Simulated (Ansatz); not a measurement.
# SiO2 (Fddd) by several functionals

All numbers come from the PAW code Ansatz. No spin polarisation and no zero-point or thermal motion.

Structure: a 12-atom cell of SiO2 (Fddd) from a materials database, at its r2SCAN minimum. Si has 4 O at 1.60–1.62 Å; O has 2 Si at 1.60 Å; O has 2 Si at 1.62 Å.

Space group Fddd:1 (No. 70). a = 4.714 Å, b = 9.433 Å, c = 14.731 Å, α = 90.00°, β = 90.00°, γ = 90.00°
```
atom  site  symmetry       x       y       z
  Si   16g       ..2  0.7500  0.7500  0.5631
   O   16d        -1  0.8750  0.6250  0.8750
   O   16f       .2.  0.5000  0.6862  0.0000
```

Relaxed lattice by functional, symmetry kept:
```json
{"functional": "PBE", "k mesh": "6×6×6", "a (Å)": "4.759", "b (Å)": "9.522", "c (Å)": "14.855", "volume (Å³/atom)": "14.02"}
{"functional": "r2SCAN", "k mesh": "6×6×6", "a (Å)": "4.714", "b (Å)": "9.433", "c (Å)": "14.731", "volume (Å³/atom)": "13.65"}
{"functional": "PBEsol", "k mesh": "6×6×6", "a (Å)": "4.731", "b (Å)": "9.479", "c (Å)": "14.780", "volume (Å³/atom)": "13.81"}
```

Gaps on the r2SCAN cell, each the least over its mesh and the special points:
```csv
level,k mesh,gap (eV),kind,edges,least direct gap (eV)
PBE,6×6×6,5.78,direct,Γ,5.78
r2SCAN,6×6×6,6.40,direct,Γ,6.40
HSE06,4×4×4,7.59,direct,Γ,7.59
PBE0,4×4×4,8.36,direct,Γ,8.36
```
PBE: smearing of 0.02 eV; the others have fixed occupations.
Wave cutoffs: 420 eV, 500 eV (r2SCAN).

HSE06 gives a direct gap of 7.59 eV at Γ.

r2SCAN covers 34 % of the step from PBE to HSE06. All these functionals give a gap of the same kind, direct.

r2SCAN (ground state on 6×6×6): The clamped-ion dielectric constant comes out as 2.29, 2.24 and 2.29 along x, y and z. Born charges, averaged over directions: Si +3.40, O -1.75 to -1.66 e. The program notes that the ground state's band table doesn't vouch for all the bands that the response reads.

On the PBEsol cell (a = 4.731 Å, b = 9.479 Å, c = 14.780 Å), with PBEsol: One optical level at Γ is imaginary (40i cm⁻¹, printed negative): the cell isn't a minimum and would distort. The electronic dielectric tensor ε∞ is 2.40, 2.34 and 2.40 along x, y and z. Born charges, averaged over directions: Si +3.40, O -1.75 to -1.65 e. The program notes that the ground state's band table doesn't vouch for all the bands that the response reads.

The meshes of the hybrids are coarse, so their gaps aren't converged to the digits shown.
